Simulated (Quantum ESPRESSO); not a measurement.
# C (Fd-3m) in Quantum ESPRESSO: a series of runs

One crystal, C, is run at these levels: r2SCAN; tasks: single point, equation of state.

Everything below comes from runs of Quantum ESPRESSO 7.5. Logs are shortened: lines on timing, memory, paths and dates and some standing lists are left out, and cuts for length are marked.

**What was measured.**

“Equation of state of cubic boron nitride at high pressures and temperatures”, 2007, arxiv:cond-mat/0702656 quotes, for a bulk crystal of C: bulk modulus 444.8 ± 0.8 GPa.

How close the calculation comes is told below.

## (1) The structure

Symmetry: Fd-3m, No. 227, cubic system. The conventional cell has a = 3.567 Å, b = 3.567 Å, c = 3.567 Å, α = 90.00°, β = 90.00°, γ = 90.00°. Around C (site symmetry -43m) lie 4 C at 1.54 Å.

This isn't the form of C at room conditions, which is graphite.

## (2) Single point, r2SCAN, 5.33 Å³/atom

Contents of pw.in:

```
&CONTROL
  calculation = 'scf'
  prefix = 'pwscf'
  outdir = './tmp'
  pseudo_dir = './pseudo'
  tstress = .true.
  disk_io = 'nowf'
/
&SYSTEM
  ibrav = 0
  nat = 2
  ntyp = 1
  ecutwfc = 88
  nbnd = 9
  input_dft = 'r2scan'
  occupations = 'smearing'
  smearing = 'fd'
  degauss = 0.00367493
  nosym = .true.
  nr1 = 32
  nr2 = 32
  nr3 = 32
/
&ELECTRONS
  conv_thr = 1d-08
  electron_maxstep = 120
  mixing_beta = 0.5
/
ATOMIC_SPECIES
C     12.0110 C_ONCV_PBE-1.2.upf
CELL_PARAMETERS angstrom
   0.0000000000    1.7469644787    1.7469644787
   1.7469644787    0.0000000000    1.7469644787
   1.7469644787    1.7469644787    0.0000000000
ATOMIC_POSITIONS crystal
C      0.7500000000    0.7500000000    0.7500000000
C      0.5000000000    0.5000000000    0.5000000000
K_POINTS automatic
10 10 10 0 0 0
```

Potentials or basis: SG15 PBE 1.2.

Launch:

```
OMP_NUM_THREADS=1 mpirun -n 2 pw.x -nk 2 -in pw.in > pw.out
```

pw.out:

```text
This program is part of the open-source Quantum ESPRESSO suite
     for quantum simulation of materials; please cite
         "P. Giannozzi et al., J. Phys.:Condens. Matter 21 395502 (2009);
         "P. Giannozzi et al., J. Phys.:Condens. Matter 29 465901 (2017);
         "P. Giannozzi et al., J. Chem. Phys. 152 154105 (2020);
     in publications or presentations arising from this work. More details at

     IMPORTANT: XC functional enforced from input :
     Exchange-correlation= R2SCAN
                           (   0   0   0   0   0 497 498)
     Any further DFT definition will be discarded
     Please, verify this is what you really want

     K-points division:     npool     =       2
     Subspace diagonalization in iterative solution of the eigenvalue problem:
     a serial algorithm will be used

     G-vector sticks info
     --------------------
     sticks:   dense  smooth     PW     G-vecs:    dense   smooth      PW
     Sum         517     517    169                 7991     7991    1471

     Using Slab Decomposition

     bravais-lattice index     =            0
     lattice parameter (alat)  =       4.6687  a.u.
     unit-cell volume          =      71.9580 (a.u.)^3
     number of atoms/cell      =            2
     number of atomic types    =            1
     number of electrons       =         8.00
     number of Kohn-Sham states=            9
     kinetic-energy cutoff     =      88.0000  Ry
     charge density cutoff     =     352.0000  Ry
     scf convergence threshold =      1.0E-08
     mixing beta               =       0.5000
     number of iterations used =            8  plain     mixing
     Exchange-correlation= R2SCAN
                           (   0   0   0   0   0 497 498)

     celldm(1)=   4.668721  celldm(2)=   0.000000  celldm(3)=   0.000000
     celldm(4)=   0.000000  celldm(5)=   0.000000  celldm(6)=   0.000000

     crystal axes: (cart. coord. in units of alat)
               a(1) = (   0.000000   0.707107   0.707107 )
               a(2) = (   0.707107   0.000000   0.707107 )
               a(3) = (   0.707107   0.707107   0.000000 )

     reciprocal axes: (cart. coord. in units 2 pi/alat)
               b(1) = ( -0.707107  0.707107  0.707107 )
               b(2) = (  0.707107 -0.707107  0.707107 )
               b(3) = (  0.707107  0.707107 -0.707107 )

     PseudoPot. # 1 for C  read from file:
     C_ONCV_PBE-1.2.upf
     Pseudo is Norm-conserving, Zval =  4.0
     Generated using ONCVPSP code by D. R. Hamann
     Using radial grid of  602 points,  4 beta functions with:
                l(1) =   0
                l(2) =   0
                l(3) =   1
                l(4) =   1

     atomic species   valence    mass     pseudopotential
     C                 4.00    12.01100     C ( 1.00)

     No symmetry found

   Cartesian axes

     site n.     atom                  positions (alat units)
         1        C      tau(   1) = (   1.0606602   1.0606602   1.0606602  )
         2        C      tau(   2) = (   0.7071068   0.7071068   0.7071068  )

     number of k points=   504  Fermi-Dirac smearing, width (Ry)=  0.0037

     Number of k-points >= 100: set verbosity='high' to print them.

     Dense  grid:     7991 G-vectors     FFT dimensions: (  32,  32,  32)

     WARNING: libxc functional with ID  497 depends
      on external parameters: check the user_guide of
      QE if you need to modify them or to check their
      default values.

     WARNING: libxc functional with ID  498 depends
      on external parameters: check the user_guide of
      QE if you need to modify them or to check their
      default values.

     Initial potential from superposition of free atoms

     starting charge       7.9861, renormalised to       8.0000
     Starting wfcs are random

     Self-consistent Calculation

     iteration #  1     ecut=    88.00 Ry     beta= 0.50
     Davidson diagonalization with overlap
     ethr =  1.00E-02,  avg # of iterations =  8.4

     total energy              =     -22.72979708 Ry
     estimated scf accuracy    <       2.24090345 Ry

     iteration #  2     ecut=    88.00 Ry     beta= 0.50
     Davidson diagonalization with overlap
     ethr =  1.00E-02,  avg # of iterations =  1.0

     total energy              =     -22.74517761 Ry
     estimated scf accuracy    <       0.60622064 Ry

     iteration #  3     ecut=    88.00 Ry     beta= 0.50
     Davidson diagonalization with overlap
     ethr =  7.58E-03,  avg # of iterations =  1.0

     total energy              =     -22.74679012 Ry
     estimated scf accuracy    <       0.00300429 Ry

     iteration #  4     ecut=    88.00 Ry     beta= 0.50
     Davidson diagonalization with overlap
     ethr =  3.76E-05,  avg # of iterations =  3.3

     total energy              =     -22.74689965 Ry
     estimated scf accuracy    <       0.00041548 Ry

     iteration #  5     ecut=    88.00 Ry     beta= 0.50
     Davidson diagonalization with overlap
     ethr =  5.19E-06,  avg # of iterations =  2.5

     total energy              =     -22.74690307 Ry
     estimated scf accuracy    <       0.00000134 Ry

     iteration #  6     ecut=    88.00 Ry     beta= 0.50
     Davidson diagonalization with overlap
     ethr =  1.68E-08,  avg # of iterations =  2.0

     total energy              =     -22.74690329 Ry
     estimated scf accuracy    <       0.00000010 Ry

     iteration #  7     ecut=    88.00 Ry     beta= 0.50
     Davidson diagonalization with overlap
     ethr =  1.22E-09,  avg # of iterations =  1.4

     End of self-consistent calculation

     Number of k-points >= 100: set verbosity='high' to print the bands.

     the Fermi energy is    15.5732 ev

!    total energy              =     -22.74690330 Ry
     estimated scf accuracy    <          5.3E-09 Ry
     smearing contrib. (-TS)   =      -0.00000000 Ry
     internal energy E=F+TS    =     -22.74690330 Ry

     The total energy is F=E-TS. E is the sum of the following terms:
     one-electron contribution =       8.67285422 Ry
     hartree contribution      =       1.87617217 Ry
     xc contribution           =      -7.18828252 Ry
     ewald contribution        =     -26.10764717 Ry

     convergence has been achieved in   7 iterations

     Computing stress (Cartesian axis) and pressure

          total   stress  (Ry/bohr**3)                   (kbar)     P=      278.53
   0.00189343  -0.00000000  -0.00000001          278.53       -0.00       -0.00
  -0.00000000   0.00189344  -0.00000000           -0.00      278.53       -0.00
  -0.00000001  -0.00000000   0.00189344           -0.00       -0.00      278.54

=------------------------------------------------------------------------------=
   JOB DONE.
=------------------------------------------------------------------------------=
```

Run time: 2 min. Hardware: 2 MPI ranks of Arm Neoverse N1, shared host; peak memory 0.16 GiB.

What came out:

| Quantity | Value |
| --- | --- |
| Free energy | -309.4874 eV |
| Pressure | 27.9 GPa |
| Band gap on the k mesh | 4.44 eV, indirect (least direct gap 6.02 eV) |

Caveat: the potentials were made for another functional, which shifts forces and pressure.

## (3) Single point, r2SCAN, 5.44 Å³/atom

pw.in, as its differences from that of step 2:

```diff
@@ -31,5 +31,5 @@
 CELL_PARAMETERS angstrom
-   0.0000000000    1.7469644787    1.7469644787
-   1.7469644787    0.0000000000    1.7469644787
-   1.7469644787    1.7469644787    0.0000000000
+   0.0000000000    1.7592674508    1.7592674508
+   1.7592674508    0.0000000000    1.7592674508
+   1.7592674508    1.7592674508    0.0000000000
 ATOMIC_POSITIONS crystal
```

Potentials or basis: SG15 PBE 1.2.

Launch:

```
OMP_NUM_THREADS=1 mpirun -n 2 pw.x -nk 2 -in pw.in > pw.out
```

It took 2 min on 2 MPI ranks of Arm Neoverse N1, shared host; peak memory 0.18 GiB.

It converged, with:

* Free energy: -309.5190 eV
* Pressure: 16.8 GPa
* Band gap on the k mesh: 4.39 eV, indirect (least direct gap 5.97 eV)

Caveat: the potentials were made for another functional, which shifts forces and pressure.

## (4) Single point, r2SCAN, 5.56 Å³/atom

pw.in, as its differences from that of step 3:

```diff
@@ -31,5 +31,5 @@
 CELL_PARAMETERS angstrom
-   0.0000000000    1.7592674508    1.7592674508
-   1.7592674508    0.0000000000    1.7592674508
-   1.7592674508    1.7592674508    0.0000000000
+   0.0000000000    1.7714007132    1.7714007132
+   1.7714007132    0.0000000000    1.7714007132
+   1.7714007132    1.7714007132    0.0000000000
 ATOMIC_POSITIONS crystal
```

Launch:

```
OMP_NUM_THREADS=1 mpirun -n 2 pw.x -nk 2 -in pw.in > pw.out
```

Run time: 2 min. Hardware: 2 MPI ranks of Arm Neoverse N1, shared host; peak memory 0.18 GiB.

The run converged. Its results:

```
Free energy            : -309.5357 eV
Pressure               : 6.8 GPa
Band gap on the k mesh : 4.35 eV, indirect (least direct gap 5.91 eV)
```

Caveat: the potentials were made for another functional, which shifts forces and pressure.

## (5) Single point, r2SCAN, 5.67 Å³/atom

pw.in, as its differences from that of step 4:

```diff
@@ -31,5 +31,5 @@
 CELL_PARAMETERS angstrom
-   0.0000000000    1.7714007132    1.7714007132
-   1.7714007132    0.0000000000    1.7714007132
-   1.7714007132    1.7714007132    0.0000000000
+   0.0000000000    1.7833700000    1.7833700000
+   1.7833700000    0.0000000000    1.7833700000
+   1.7833700000    1.7833700000    0.0000000000
 ATOMIC_POSITIONS crystal
```

Launch:

```
OMP_NUM_THREADS=1 mpirun -n 2 pw.x -nk 2 -in pw.in > pw.out
```

It took 2.2 min on 2 MPI ranks of Arm Neoverse N1, shared host; peak memory 0.18 GiB.

Results (log left out):

```
Free energy            : -309.5389 eV
Pressure               : -2.3 GPa
Band gap on the k mesh : 4.30 eV, indirect (least direct gap 5.85 eV)
```

Caveat: the potentials were made for another functional, which shifts forces and pressure.

## (6) Single point, r2SCAN, 5.79 Å³/atom

pw.in, as its differences from that of step 5:

```diff
@@ -31,5 +31,5 @@
 CELL_PARAMETERS angstrom
-   0.0000000000    1.7833700000    1.7833700000
-   1.7833700000    0.0000000000    1.7833700000
-   1.7833700000    1.7833700000    0.0000000000
+   0.0000000000    1.7951807415    1.7951807415
+   1.7951807415    0.0000000000    1.7951807415
+   1.7951807415    1.7951807415    0.0000000000
 ATOMIC_POSITIONS crystal
```

Potentials or basis: SG15 PBE 1.2.

Launch:

```
OMP_NUM_THREADS=1 mpirun -n 2 pw.x -nk 2 -in pw.in > pw.out
```

Wall time 2.2 min (2 MPI ranks of Arm Neoverse N1, shared host); peak memory 0.18 GiB.

The run converged. Its results:

```yaml
Free_energy: -309.5298 eV
Pressure: -10.6 GPa
Band_gap_on_the_k_mesh: 4.25 eV, indirect (least direct gap 5.80 eV)
```

Caveat: the potentials were made for another functional, which shifts forces and pressure.

## (7) Single point, r2SCAN, 5.90 Å³/atom

pw.in, as its differences from that of step 6:

```diff
@@ -31,5 +31,5 @@
 CELL_PARAMETERS angstrom
-   0.0000000000    1.7951807415    1.7951807415
-   1.7951807415    0.0000000000    1.7951807415
-   1.7951807415    1.7951807415    0.0000000000
+   0.0000000000    1.8068380860    1.8068380860
+   1.8068380860    0.0000000000    1.8068380860
+   1.8068380860    1.8068380860    0.0000000000
 ATOMIC_POSITIONS crystal
```

Launch:

```
OMP_NUM_THREADS=1 mpirun -n 2 pw.x -nk 2 -in pw.in > pw.out
```

Wall time 2.2 min (2 MPI ranks of Arm Neoverse N1, shared host); peak memory 0.18 GiB.

The run converged. Its results:

```yaml
Free_energy: -309.5094 eV
Pressure: -18.2 GPa
Band_gap_on_the_k_mesh: 4.21 eV, indirect (least direct gap 5.74 eV)
```

Caveat: the potentials were made for another functional, which shifts forces and pressure.

## (8) Single point, r2SCAN, 6.01 Å³/atom

pw.in, as its differences from that of step 7:

```diff
@@ -31,5 +31,5 @@
 CELL_PARAMETERS angstrom
-   0.0000000000    1.8068380860    1.8068380860
-   1.8068380860    0.0000000000    1.8068380860
-   1.8068380860    1.8068380860    0.0000000000
+   0.0000000000    1.8183469191    1.8183469191
+   1.8183469191    0.0000000000    1.8183469191
+   1.8183469191    1.8183469191    0.0000000000
 ATOMIC_POSITIONS crystal
```

Launch:

```
OMP_NUM_THREADS=1 mpirun -n 2 pw.x -nk 2 -in pw.in > pw.out
```

Wall time 2.2 min (2 MPI ranks of Arm Neoverse N1, shared host); peak memory 0.18 GiB.

The run converged. Its results:

| Property | Result |
| --- | --- |
| Free energy | -309.4788 eV |
| Pressure | -25.0 GPa |
| Band gap on the k mesh | 4.17 eV, indirect (least direct gap 5.69 eV) |

Caveat: the potentials were made for another functional, which shifts forces and pressure.

## (9) Equation of state, r2SCAN

Potentials or basis: SG15 PBE 1.2.

This step only gathers the single runs of the series.

What came out:

```yaml
Equilibrium_volume: 5.64 Å³/atom
Bulk_modulus: 443 GPa
Pressure_derivative_of_the_bulk_modulus: 3.7
```

Energy against volume, from the lowest point:
```tsv
volume (Å³/atom)	energy (meV/atom)
5.332	25.77
5.445	9.96
5.558	1.59
5.672	0.00
5.785	4.57
5.899	14.76
6.012	30.06
```

Caveat: the potentials were made for another functional, which shifts forces and pressure.

## (10) Against experiment

Step 9. A measured bulk modulus of C is 444.8 GPa (quoted in “Equation of state of cubic boron nitride at high pressures and temperatures”, 2007, arxiv:cond-mat/0702656); the calculated 443 GPa misses it by -0.3 %. 3 values of this kind are on record (442 to 444.8 GPa); this one was drawn at random among those near their median, those with a stated uncertainty first. The fit is for a static lattice scaled at fixed shape and fixed fractional positions.
